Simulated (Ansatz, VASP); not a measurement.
## One calculation of Mg, two programs

```
Mg
1.0
     0.00000    2.25992    2.25992
     2.25992    0.00000    2.25992
     2.25992    2.25992    0.00000
Mg
1
Direct
  0.00000 0.00000 0.00000
```

Alike in both runs: functional PBE; k mesh 16 × 16 × 16; occupations gaussian, width 0.1 eV; no spin polarisation.

Ansatz relaxed the structure, and its values are those at the end. VASP's run is a single point on that final structure, the one shown.

|  | VASP | Ansatz |
| --- | --- | --- |
| version | VASP 6.6.1 | Ansatz 0.2.0 |
| potentials or method | VASP PAW PBE potentials, release 64 (Mg) | scalar-relativistic, plane waves, PAW |
| plane-wave cutoff (eV) | 520 | 420 |
| valence electrons in the cell | 2 | 10 |

```tsv
	VASP	Ansatz	Ansatz less VASP
gap on the k mesh at the Fermi level (eV)	none	none	-
pressure (GPa)	-0.1	0.1	+0.12
```

A gap of «none» marks a metal or a gap that the smearing closes. The two sets of potentials don't hold the same shells in valence.
